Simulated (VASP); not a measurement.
Input of a VASP 6.6.1 run:

POSCAR

```
Ni
1.0
    0.0000000000      1.7756500000      1.7756500000
    1.7756500000      0.0000000000      1.7756500000
    1.7756500000      1.7756500000      0.0000000000
Ni
1
Direct
    0.0000000000      0.0000000000      0.0000000000
```

The input INCAR.step1:

```
ALGO = Normal
EDIFF = 1E-8
EDIFFG = -0.002
ENCUT = 600
IBRION = 2
ISIF = 3
ISMEAR = 0
ISPIN = 2
LASPH = True
LCHARG = False
LMAXMIX = 4
LORBIT = 11
LREAL = False
LWAVE = False
MAGMOM = 1
NELM = 120
NSW = 40
PREC = Accurate
SIGMA = 0.1
```

The input INCAR.step2:

```
ALGO = Normal
EDIFF = 1E-8
ENCUT = 600
IBRION = 6
ISIF = 3
ISMEAR = 0
ISPIN = 2
LASPH = True
LCHARG = False
LMAXMIX = 4
LORBIT = 11
LREAL = False
LWAVE = False
MAGMOM = 1
NELM = 120
NFREE = 2
NSW = 1
POTIM = 0.015
PREC = Accurate
SIGMA = 0.1
```

KPOINTS

```
k-points
0
Gamma
  26 26 26
```

Potentials or basis: VASP PAW LDA potentials, release 64 (Ni).

Launch:

```console
$ cat potpaw_LDA.64/Ni/POTCAR > POTCAR
$ cp INCAR.step1 INCAR
$ mpirun -np 1 vasp_std > vasp.out
$ cp CONTCAR POSCAR
$ cp INCAR.step2 INCAR
$ mpirun -np 1 vasp_std > vasp.out
```

Task: Predict the elastic constants C11, C12, C44.

Result: 349, 206, 158 GPa.

Task: What does it give for the Voigt bulk modulus?

Result: 253 GPa.

Task: Predict the net moment.

Result: 0.57 μB per cell.

Task: Estimate the space group after relaxing (to 0.05 Å).

Result: Fm-3m (No. 225).

Task: What does it give for the relaxed volume?

Result: 10.02 Å³/atom.

Clamped-ion elastic tensor (GPa):
```
349 206 206   0   0   0
206 349 206   0   0   0
206 206 349   0   0   0
  0   0   0 158   0   0
  0   0   0   0 158   0
  0   0   0   0   0 158
```
